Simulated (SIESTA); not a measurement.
Runs of SIESTA 5.4.2 on Te2Pt (Moncheite). Symmetry: P-3m1, No. 164, trigonal system. Conventional cell: a = 4.010 Å, b = 4.010 Å, c = 5.201 Å, α = 90.00°, β = 90.00°, γ = 120.00°. Around Pt (site symmetry -3m) lie 6 Te at 2.66 Å. Around Te (site symmetry 3m) lie 3 Pt at 2.66 Å. 

| task | level | potentials or basis | gap on the mesh (eV) | pressure (GPa) | largest force (eV/Å) |
| --- | --- | --- | --- | --- | --- |
| band structure | AM05 | PseudoDojo 0.4 standard (PBEsol files), DZP (energy shift 0.003 Ry; two zetas on semicore shells) | none | (b) | (a) |
| band structure | LDA | PseudoDojo 0.4 standard (LDA files), DZP (energy shift 0.003 Ry; two zetas on semicore shells) | none | 5.0 | 1.17 |
| band structure | PBEsol | PseudoDojo 0.4 standard (PBEsol files), DZP (energy shift 0.003 Ry; two zetas on semicore shells) | none | 7.2 | 1.34 |
| band structure | vdW-DF-cx | PseudoDojo 0.4 standard (PBE files), DZP (energy shift 0.003 Ry; two zetas on semicore shells) | none | 8.8 | 1.55 |
| band structure | BLYP | PseudoDojo 0.4 standard (PBE files), DZP (energy shift 0.003 Ry; two zetas on semicore shells) | none | 18.7 | 1.95 |

Alike in all rows: no spin polarisation; cell as given; k mesh 8 × 8 × 5; smearing fermi-dirac 0.05 eV; grid cutoff 800 Ry; energy shift 0.003 Ry.

Question: Estimate the missing entries.

Answer: (a) 1.22; (b) 6.9.

Caveats: short orbitals over semicore shells can move pressures by several GPa; spin-orbit coupling is left out, which moves the levels of the heavy elements; the basis of atomic orbitals isn't converged, which shifts pressures, moduli and gaps; the potentials were made for another functional, which shifts forces and pressure (some runs); forces of over 1 eV/Å show positions far from the minimum, so gaps and moduli don't describe the material at rest (some runs).

A k mesh can miss the band edges, and the runs leave out spin-orbit coupling on Pt, Te.

A gap of «none» marks a metal or a gap under the smearing width.
